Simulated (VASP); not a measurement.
Set up this calculation in VASP 6.6.1, as the native input.

* Task: single point
* Functional: PBE
* Potentials or basis: VASP PAW PBE potentials, release 64 (Nb_sv)
* Cutoff: 520 eV
* k mesh: 17 × 17 × 17
* Occupations: fermi-dirac, width 0.05 eV
* Spin: no spin polarisation
* Dipole correction: no
* Further INCAR settings: ALGO = Normal; EDIFF = 1e-07; NBANDS = 12

The structure of Nb lies in POSCAR:

```
Nb
1.0
    0.0000000000      2.1093293374      2.1093293374
    2.1093293374      0.0000000000      2.1093293374
    2.1093293374      2.1093293374      0.0000000000
Nb
1
Direct
    0.0000000000      0.0000000000      0.0000000000
```

This isn't the form of Nb at room conditions, which is bcc.

One way to write it, as run:

INCAR

```
  PREC = Accurate
  ENCUT = 520
  EDIFF = 1E-7
  ISMEAR = -1
  SIGMA = 0.05
  LREAL = False
  LASPH = True
  NELM = 100
  ALGO = Normal
  ISIF = 2
  LWAVE = False
  LCHARG = False
  GGA = PE
  NBANDS = 12
```

KPOINTS

```
Automatic mesh
0
Gamma
  17 17 17
```

Potentials or basis: VASP PAW PBE potentials, release 64 (Nb_sv).

Run with:

```sh
$ cat potpaw_PBE.64/Nb_sv/POTCAR > POTCAR
$ mpirun -np 1 vasp_std > vasp.out
```

It gave:

```json
{
  "Pressure": "-0.3 GPa",
  "Band gap on the k mesh": "none (metal or under the smearing width)"
}
```

It took 18 s on 1 thread of Intel(R) Xeon(R) Platinum 8488C (Sapphire Rapids) (shared host), peak memory 0.16 GiB.
